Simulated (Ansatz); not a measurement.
**AlRu, before and after**

A trial structure of AlRu was built thus: random cell by space group and Wyckoff sites (P4/mmm, No. 123). The dimensions are guesses.

start.cif

```cif
data_structure
_symmetry_space_group_name_H-M 'P4/mmm'
_symmetry_Int_Tables_number 123
_cell_length_a 2.8469
_cell_length_b 2.8469
_cell_length_c 4.0123
_cell_angle_alpha 90.000
_cell_angle_beta 90.000
_cell_angle_gamma 90.000
_cell_volume 32.52
loop_
_atom_site_label
_atom_site_type_symbol
_atom_site_symmetry_multiplicity
_atom_site_Wyckoff_symbol
_atom_site_fract_x
_atom_site_fract_y
_atom_site_fract_z
_atom_site_occupancy
Al1 Al 1 a 0.00000 0.00000 0.00000 1
Ru1 Ru 1 c 0.50000 0.50000 0.00000 1
```

Computed with DFT PBE, scalar-relativistic, plane waves, PAW (Ansatz). Cutoff 420 eV, Gaussian smearing, Γ-centred meshes. Cell and atoms relax first on a coarse mesh and then on a finer one. In between, the cell is made exact in the group found at 0.06 Å. In metals the finer mesh still leaves noise of several meV/atom or more. The steps can't lower the symmetry of their start. No spin polarisation in the relaxation; trial moments died out in a coarse test.

end.cif

```cif
data_structure
_symmetry_space_group_name_H-M 'P4/mmm'
_symmetry_Int_Tables_number 123
_cell_length_a 3.4578
_cell_length_b 3.4578
_cell_length_c 2.7578
_cell_angle_alpha 90.000
_cell_angle_beta 90.000
_cell_angle_gamma 90.000
_cell_volume 32.97
loop_
_atom_site_label
_atom_site_type_symbol
_atom_site_symmetry_multiplicity
_atom_site_Wyckoff_symbol
_atom_site_fract_x
_atom_site_fract_y
_atom_site_fract_z
_atom_site_occupancy
Al1 Al 1 a 0.00000 0.00000 0.00000 1
Ru1 Ru 1 c 0.50000 0.50000 0.00000 1
```

The symmetry stays P4/mmm (No. 123). The volume per atom grows by 1.4 %, from 16.3 to 16.5 Å³. The shortest distance goes from 2.01 Å (Al–Ru) to 2.45 Å (Al–Ru). The ratio c/a of the conventional cell changes by a factor of 0.57. The energy falls by about 2.6 eV/atom (the start's value is from the coarse mesh).

```yaml
Volume_per_atom: 16.49 Å³
Density: 6.45 g/cm³
Energy_over_the_elements: +0.49 eV/atom
Gap_on_the_16×16×20_mesh_of_the_2-atom_cell: 0 eV (a metal)
```

The zero of energy is the elements' standard structures at the same level; no fitted shifts are applied. It can't be a ground state, since the elements alone are lower.

The last run used Gaussian smearing of 0.10 eV. A structure relaxed within its symmetry needn't be a true minimum. In all, the 4 runs took 5.2 min on 1 thread of Intel(R) Xeon(R) Processor @ 2.50GHz (Skylake/Cascade Lake), with other jobs on the host. Another cell of AlRu relaxed alike, in Pm-3m, lies 1.13 eV/atom lower, so this cell isn't the stable form at this level.
